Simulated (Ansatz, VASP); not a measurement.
# Si: VASP beside Ansatz

```
Si
1.0
     0.00000    2.70099    2.70099
     2.70099    0.00000    2.70099
     2.70099    2.70099    0.00000
Si
2
Direct
  0.75000 0.75000 0.75000
  0.50000 0.50000 0.50000
```

Alike in both runs: functional LDA; k mesh 14 × 14 × 14; occupations gaussian, width 0.02 eV; no spin polarisation.

Ansatz relaxed the structure, and its values are those at the end. VASP's run is a single point on that final structure, the one shown.

```csv
,VASP,Ansatz
version,VASP 6.6.1,Ansatz 0.2.0
potentials or method,"VASP PAW LDA potentials, release 64 (Si)","scalar-relativistic, plane waves, PAW"
plane-wave cutoff (eV),520,420
valence electrons in the cell,8,8
```

```tsv
	VASP	Ansatz	Ansatz less VASP
gap on the k mesh at the Fermi level (eV)	0.44	0.44	+0.002
least direct gap on the mesh (eV)	2.53	2.53	+0.002
pressure (GPa)	0.0	0.0	-0.04
```

A k mesh can miss the band edges. As with any semilocal functional, this LDA gap is likely too small.
